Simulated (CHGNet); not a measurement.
Zinc-blende AlSb

The numbers are results of the machine-learned potential CHGNet-r²SCAN (trained on r²SCAN data), not measurements.

Cell: relaxed at this level.

```json
{
  "lattice_parameter_a": "6.177 Å",
  "equilibrium_volume_per_atom": "29.45 Å³/atom",
  "elastic constant C11": "67.5 GPa",
  "elastic constant C12": "45.2 GPa",
  "elastic constant C44": "18.7 GPa",
  "zone-centre TO phonon frequency": "253 cm⁻¹"
}
```

Measured, for comparison: lattice constant a 6.128 Å, equilibrium volume per atom 28.77 Å³/atom (low temperature, thermal expansion removed or low-temperature value; zero-point expansion not removed; as tabulated in Zhang et al. (2018), doi:10.1088/1367-2630/aac7f0); elastic constant C11 87.7 GPa, elastic constant C12 43.4 GPa, elastic constant C44 40.8 GPa (temperature not stated, no zero-point or thermal correction; as tabulated in Oses et al. (2018), arXiv:1811.08464); zone-centre TO phonon frequency 323 cm⁻¹ (temperature not stated, no zero-point or thermal correction; as tabulated in Giannozzi et al., Phys. Rev. B (1991)). Computed (rounded) less measured: lattice constant a +0.8 %, equilibrium volume per atom +2.4 %, elastic constant C11 -23 %, elastic constant C12 +4 %, elastic constant C44 -54 %, zone-centre TO phonon frequency -22 %. A static lattice is as a rule a little smaller and stiffer than an uncorrected measurement, which narrows the difference in the elastic constant C12 and would widen misses of the other sign.

A machine-learned potential is trained on density-functional data: it inherits that level's misses and adds fitting errors of its own.

Note: no long-range dipole term: LO-TO splitting at the zone centre is missing.

Elastic constants are with the ions relaxed.
